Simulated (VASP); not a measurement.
# CdTe: an input that fails (relaxed cell and band gap)

CdTe, F-43m (no. 216), 2 atoms in the cell.

INCAR:
```
SYSTEM = CdTe
  ALGO = Normal
  EDIFF = 1E-7
  EDIFFG = -0.005
  ENCUT = 600
  GGA = PBESOL
  GGA_COMPAT = .FALSE.
  IBRION = 2
  ISIF = 3
  ISMEAR = 0
  LASPH = .TRUE.
  LCHARG = .FALSE.
  LREAL = .FALSE.
  LWAVE = .FALSE.
  NELM = 80
  NSW = 20
  PREC = Accurate
  SIGMA = 0.02
```

KPOINTS:
```
k-points
0
Gamma
  6 6 6
```

POSCAR:
```
CdTe
1.0
    0.0000000000      3.2050000000      3.2050000000
    3.2050000000      0.0000000000      3.2050000000
    3.2050000000      3.2050000000      0.0000000000
Te Cd
1 1
Direct
    0.7500000000      0.7500000000      0.7500000000
    0.0000000000      0.0000000000      0.0000000000
```

Commands:
```
cat potpaw_PBE.64/Te/POTCAR potpaw_PBE.64/Cd/POTCAR > POTCAR
mpirun -np 1 vasp_std > vasp.out
```

VASP stops with:
```
Error: One of the selected functionals does not exist. ---->  I REFUSE TO CONTINUE WITH THIS SICK JOB ... BYE!!! <----
```

Cause: full name in place of the two-letter word.
